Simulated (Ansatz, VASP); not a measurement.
Given: the input of a run of VASP 6.6.1 on Mo. 

The input INCAR:

```
PREC = Accurate
ENCUT = 600
EDIFF = 1E-7
ISMEAR = -1
SIGMA = 0.05
LREAL = False
LASPH = True
NELM = 80
ALGO = Fast
ISIF = 3
LWAVE = False
LCHARG = False
GGA = RP
IBRION = 2
NSW = 40
EDIFFG = -0.01
```

KPOINTS

```
regular mesh
0
Gamma
  12 12 12
```

File POSCAR:

```
Mo
1.0
   -1.5838089719      1.5838089719      1.5838089719
    1.5838089719     -1.5838089719      1.5838089719
    1.5838089719      1.5838089719     -1.5838089719
Mo
1
Direct
    0.0000000000      0.0000000000      0.0000000000
```

Potentials or basis: VASP PAW PBE potentials, release 64 (Mo_sv).

Command:

```bash
$ cat potpaw_PBE.64/Mo_sv/POTCAR > POTCAR
$ mpirun -np 1 vasp_std > vasp.out
```

Translate it to Ansatz 0.2.0. Potentials or basis there: all-electron LAPW, scalar-relativistic.

As run (cutoffs and basis follow the program's own potentials, and thresholds, step limits or extra output files can differ):

The input input.yaml:

```yaml
crystal:
  lattice:
    - [-1.5838089719, 1.5838089719, 1.5838089719]
    - [1.5838089719, -1.5838089719, 1.5838089719]
    - [1.5838089719, 1.5838089719, -1.5838089719]
  atoms:
    - { symbol: Mo, position: [0.0, 0.0, 0.0] }
kpoints:
  mp_grid: { grid: [12, 12, 12] }
scf:
  occupations: { method: fermi_dirac, width: 0.05 }
hamiltonian:
  xc: rpbe
  pseudopotentials: { kind: all_electron, lapw: { basis_error: 0.001 } }
output:
  forces: true
  stress: true
relax:
  f_tol: 0.02
  max_steps: 60
  cell: {}
```

Potentials or basis: all-electron LAPW, scalar-relativistic.

Launch:

```console
$ ansatz run input.yaml --threads 1 --pin off --max-ram 3072MiB --backend cpu --events-out ev --progress --plain --runs-dir out
```

Both were run:

|  | VASP | Ansatz |
| --- | --- | --- |
| Relaxed volume | 16.02 Å³/atom | 15.99 Å³/atom |
| Relaxed cell | a = 2.750 Å, b = 2.750 Å, c = 2.750 Å, α = 109.47°, β = 109.47°, γ = 109.47° | a = 2.749 Å, b = 2.749 Å, c = 2.749 Å, α = 109.47°, β = 109.47°, γ = 109.47° |
| Space group after relaxing | Im-3m (No. 229) | Im-3m (No. 229) |
| Pressure after relaxing | 0.0 GPa | 0.0 GPa |

VASP's potentials were made for PBE.

Where Ansatz's input types no cutoff or centring, it takes its own default and a Γ-centred mesh.

Pressure is positive in compression.
